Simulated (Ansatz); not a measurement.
Habitual settings against a tight run: CaF2 (Fm-3m, 3 atoms in the cell)

Self-consistent single point.

```yaml
crystal:
  lattice:
    - [0.00000, 2.75996, 2.75996]
    - [2.75996, 0.00000, 2.75996]
    - [2.75996, 2.75996, 0.00000]
  atoms:
    - { symbol: Ca, position: [0.00000, 0.00000, 0.00000] }
    - { symbol: F, position: [0.75000, 0.75000, 0.75000] }
    - { symbol: F, position: [0.25000, 0.25000, 0.25000] }
```

Method of the run: PBE, harder PAW files (source: ansatz) (plane waves; Ansatz, a first-principles code).

Base settings: basis.ecutwfc = 77.2 Ry; kpoints.mp_grid.grid = 10 10 10; hamiltonian.xc = pbe; hamiltonian.pseudopotentials = {kind: paw, source: ansatz}; scf.occupations.method = fixed.

Tight run (finer mesh or higher cutoff; not a proven limit): basis.ecutwfc: 77.2 Ry → 108 Ry; kpoints.mp_grid.grid: 10 10 10 → 14 14 14; scf.convergence.dr2_threshold: default (1e-07 eV) → 1e-09 eV. It gave top of the valence band (on the code's own zero) 3.02 eV; gap on the k-point mesh 7.11 eV; pressure -0.40 GPa.

Quick runs, as changes from the base:
- A: the base itself
- B: basis.ecutwfc: 77.2 Ry → 61.7 Ry; kpoints.mp_grid.grid: 10 10 10 → 6 6 6
- C: basis.ecutwfc: 77.2 Ry → 46.3 Ry; kpoints.mp_grid.grid: 10 10 10 → 3 3 3; scf.occupations.method: fixed → fermi_dirac; scf.occupations.width: default → 0.01 Ry
- D: basis.ecutwfc: 77.2 Ry → 38.6 Ry; kpoints.mp_grid.grid: 10 10 10 → 2 2 2
- E: basis.ecutwfc: 77.2 Ry → 54 Ry; kpoints.mp_grid.grid: 10 10 10 → 8 8 8
- F: kpoints.mp_grid.grid: 10 10 10 → 4 4 4; scf.occupations.method: fixed → gaussian; scf.occupations.width: default → 0.01 Ry
- G: kpoints.mp_grid.grid: 10 10 10 → 4 4 4; hamiltonian.xc: pbe → b3lyp [B3LYP]
- H: kpoints.mp_grid.grid: 10 10 10 → 3 3 3; hamiltonian.xc: pbe → hse06 [HSE06]

Dashes: energy of G, H, another energy zero; count of G, H, another kind of functional, whose work the count does not hold.

Gaps are read on each run's own mesh, which may miss the band edges.

† marks runs with another functional, U, potentials or spin treatment: their distance from the tight run is not a convergence error alone.

The count of work is k-points × plane waves × bands × iterations; it is no time. 

Pressures in the table are Ansatz's without its Pulay estimate, at a fixed set of plane waves; the tight run's value above holds the estimate.

The starting cell comes from a database of computed structures (which also holds hypothetical and non-ambient phases and stackings), without a prior relaxation at this level. Its lattice was rescaled by a random factor within 2.5 % of one.

| run | energy less tight (meV/atom) | pressure less tight (GPa) | gap on the mesh less tight (eV) | count of work / tight |
|---|---|---|---|---|
| A | 0.1 | -0.01 | 0.000 | 0.25 |
| B | 9.5 | -1.14 | 0.000 | 0.059 |
| C | 265.1 | -17.70 | 0.125 | 0.0084 |
| D | 1048.7 | -52.60 | -0.146 | 0.0049 |
| E | 57.8 | -5.08 | -0.009 | 0.090 |
| F | 0.2 | -0.01 | 0.000 | 0.043 |
| G† | – | -0.60 | 2.308 | – |
| H† | – | -1.85 | 2.205 | – |

Among the runs at the tight run's level, the energy misses run from 0.1 to 1048.7 meV/atom.

Keys are those of Ansatz 0.2.
